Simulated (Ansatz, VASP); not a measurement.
## Two plane-wave programs on CaO

File POSCAR:

```
CaO
1.0
    0.0664920566      2.4640421754      2.4640421754
    2.4640421754      0.0664920566      2.4640421754
    2.4640421754      2.4640421754      0.0664920566
Ca O
1 1
Direct
    0.0000000000      0.0000000000      0.0000000000
    0.5000000000      0.5000000000      0.5000000000
```

Contents of INCAR.step1:

```
PREC = Accurate ; ENCUT = 520
ISMEAR = 0 ; SIGMA = 0.01
LREAL = False ; LASPH = True
NELM = 80 ; NBANDS = 15
GGA = PE ; ALGO = Normal
EDIFF = 1E-4 ; LWAVE = True
LCHARG = False
```

The input INCAR.step2:

```
PREC = Accurate ; ENCUT = 520
EDIFF = 1E-6 ; ISMEAR = 0
SIGMA = 0.01 ; LREAL = False
LASPH = True ; NELM = 80
ALGO = Normal ; ISIF = 2
LWAVE = False ; LCHARG = True
METAGGA = R2SCAN ; LMIXTAU = True
LELF = True ; LVHAR = True
NBANDS = 15 ; ISTART = 1
```

The input KPOINTS:

```
Automatic mesh
0
Gamma
  10 10 10
```

Input for Ansatz:

```yaml
crystal:
  lattice:
    - [0.0664920566, 2.4640421754, 2.4640421754]
    - [2.4640421754, 0.0664920566, 2.4640421754]
    - [2.4640421754, 2.4640421754, 0.0664920566]
  atoms:
    - { symbol: Ca, position: [0.0, 0.0, 0.0] }
    - { symbol: O, position: [0.5, 0.5, 0.5] }
kpoints:
  mp_grid: { grid: [10, 10, 10] }
  band_path:
    path:
      - [0.0, 0.0, 0.0]
      - [0.5, 0.0, 0.5]
      - [0.625, 0.25, 0.625]
      - [0.375, 0.375, 0.75]
      - [0.5, 0.5, 0.5]
      - [0.5, 0.25, 0.75]
    npoints: 1
hamiltonian:
  xc: r2scan
scf:
  occupations: { method: fixed }
  n_extra_bands: 4
output:
  forces: true
  stress: true
  eigenvalues: true
```

Change from the starting cell: shear_111 strain +4.2%.

Alike in both runs: task single point; functional r2SCAN; k mesh 10 × 10 × 10; no spin polarisation.

```csv
,VASP,Ansatz
version,VASP 6.6.1,Ansatz 0.2.0
potentials or method,"VASP PAW PBE potentials, release 64 (Ca_sv, O)","plane waves, PAW"
plane-wave cutoff (eV),520,500
occupations,"gaussian, width 0.01 eV",fixed
valence electrons in the cell,16,16
```

```tsv
	VASP	Ansatz	Ansatz less VASP
gap on the k mesh at the Fermi level (eV)	4.13	4.14	+0.010
pressure (GPa)	-3.5	-4.4	-0.90
largest component of the traceless stress (GPa)	2.26	2.28	+0.022
```

Caveats: the PAW data sets were made with another functional, which shifts forces and pressure a little (VASP). A k mesh can miss the band edges.
